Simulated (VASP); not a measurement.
Wanted: the native input for a VASP 6.6.1 run.

| Item | Value |
| --- | --- |
| Task | single point |
| Functional | r2SCAN |
| Potentials or basis | VASP PAW PBE potentials, release 64 (Na_pv) |
| Cutoff | 520 eV |
| k mesh | 4 × 4 × 4 |
| Occupations | gaussian, width 0.1 eV |
| Spin | no spin polarisation |
| Dipole correction | no |
| Further INCAR settings | ALGO = Normal; EDIFF = 1e-07; NBANDS = 14 |

The system is Na.

```xyz
2
Lattice="0.0000 3.4815 3.4815 3.4815 0.0000 3.4815 3.4815 3.4815 0.0000" Properties=species:S:1:pos:R:3 pbc="T T T"
Na    3.4815    3.4815    3.4815
Na    5.2223    5.2223    5.2223
```

The cell was built by a generator and needn't be a form met in nature.

The input as run:

POSCAR

```
Na
1.0
    0.0000000000      3.4815402320      3.4815402320
    3.4815402320      0.0000000000      3.4815402320
    3.4815402320      3.4815402320      0.0000000000
Na
2
Direct
    0.5000000000      0.5000000000      0.5000000000
    0.7500000000      0.7500000000      0.7500000000
```

INCAR.step1

```
SYSTEM = Na
PREC = Accurate ; ENCUT = 520
ISMEAR = 0 ; SIGMA = 0.1
LREAL = .False. ; LASPH = .True.
NELM = 100 ; NBANDS = 14
GGA = PE ; ALGO = Normal
EDIFF = 1E-4 ; LWAVE = .True.
LCHARG = .False.
```

INCAR.step2

```
SYSTEM = Na
PREC = Accurate ; ENCUT = 520
EDIFF = 1E-7 ; ISMEAR = 0
SIGMA = 0.1 ; LREAL = .False.
LASPH = .True. ; NELM = 100
ALGO = Normal ; ISIF = 2
LWAVE = .False. ; LCHARG = .False.
METAGGA = R2SCAN ; LMIXTAU = .True.
NBANDS = 14 ; ISTART = 1
```

KPOINTS

```
regular mesh
0
Gamma
  4 4 4
  0 0 0
```

Potentials or basis: VASP PAW PBE potentials, release 64 (Na_pv).

Launch:

```sh
$ cat potpaw_PBE.64/Na_pv/POTCAR > POTCAR
$ cp INCAR.step1 INCAR
$ mpirun -np 1 vasp_std > vasp.out
$ cp INCAR.step2 INCAR
$ mpirun -np 1 vasp_std > vasp.out
```

Results of the run:

| Property | Result |
| --- | --- |
| Pressure | 0.9 GPa |
| Band gap on the k mesh | none (metal or under the smearing width) |

Caveat: the k mesh is coarse (spacing up to 0.39 Å⁻¹), so the values aren't converged; the PAW data sets were made with another functional, which shifts forces and pressure a little.

Run time: 29 s on 1 thread of AMD EPYC 9R45 96-Core Processor (Zen 5), on a shared host, peak memory 0.21 GiB.
